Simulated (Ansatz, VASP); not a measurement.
## Mg2S in VASP and in Ansatz

Contents of INCAR:

```
SYSTEM = Mg2S
PREC = Accurate ; ENCUT = 600
EDIFF = 1E-6 ; ISMEAR = 0
SIGMA = 0.1 ; LREAL = .False.
LASPH = .True. ; NELM = 60
ALGO = Normal ; ISIF = 3
LWAVE = .False. ; LCHARG = .False.
GGA = PE ; IBRION = 2
NSW = 90 ; EDIFFG = -0.04
```

The input KPOINTS:

```
regular mesh
0
Gamma
  4 4 4
  0 0 0
```

The input POSCAR:

```
Mg2S
1.0
   -3.5725695964      3.5725695964      2.7163708853
    3.5725695964     -3.5725695964      2.7163708853
    3.5725695964      3.5725695964     -2.7163708853
Mg S
4 2
Direct
    0.1696576678      0.6558670006      0.8255246684
    0.3441329994      0.1696576678      0.5137906671
    0.6558670006      0.8303423322      0.4862093329
    0.8303423322      0.3441329994      0.1744753316
    0.6666666667      0.6666666667      0.0000000000
    0.3333333333      0.3333333333      0.0000000000
```

Input for Ansatz:

```yaml
crystal:
  lattice:
    - [-3.5725695964, 3.5725695964, 2.7163708853]
    - [3.5725695964, -3.5725695964, 2.7163708853]
    - [3.5725695964, 3.5725695964, -2.7163708853]
  atoms:
    - { symbol: Mg, position: [0.1696576678, 0.6558670006, 0.8255246684] }
    - { symbol: Mg, position: [0.3441329994, 0.1696576678, 0.5137906671] }
    - { symbol: Mg, position: [0.6558670006, 0.8303423322, 0.4862093329] }
    - { symbol: Mg, position: [0.8303423322, 0.3441329994, 0.1744753316] }
    - { symbol: S, position: [0.6666666667, 0.6666666667, 0.0] }
    - { symbol: S, position: [0.3333333333, 0.3333333333, 0.0] }
basis:
  ecutwfc: 420
kpoints:
  mp_grid: { grid: [4, 4, 4] }
hamiltonian:
  xc: pbe
scf:
  occupations: { method: gaussian, width: 0.1 }
  lower_state_search: "off"
output:
  forces: true
  stress: true
  eigenvalues: true
relax:
  adjacent_minimum: "off"
  f_tol: 0.04
  max_steps: 70
  cell: { stress_tol: 0.4 }
```

Alike in both runs: task relaxation of cell and atoms; functional PBE; k mesh 4 × 4 × 4; occupations gaussian, width 0.1 eV; no spin polarisation.

|  | VASP | Ansatz |
| --- | --- | --- |
| version | VASP 6.6.1 | Ansatz 0.2.0 |
| potentials or method | VASP PAW PBE potentials, release 64 (Mg, S) | scalar-relativistic, plane waves, PAW |
| plane-wave cutoff (eV) | 600 | 420 |
| valence electrons in the cell | 20 | 52 |

|  | VASP | Ansatz | Ansatz less VASP |
| --- | --- | --- | --- |
| gap on the k mesh at the Fermi level, each at its own relaxed structure (eV) | none | none | - |
| relaxed volume (Å³/atom) | 20.14 | 20.18 | +0.038 |
| relaxed cell length with the largest relative difference (Å) | 5.424 | 5.427 | +0.0025 |
| energy change over the relaxation (meV/atom) | -743 | -757 | -13.8 |

A gap of «none» marks a metal or a gap that the smearing closes. The two sets of potentials don't hold the same shells in valence.

Caveats: the k mesh is coarse (spacing up to 0.36 Å⁻¹), so the values aren't converged.
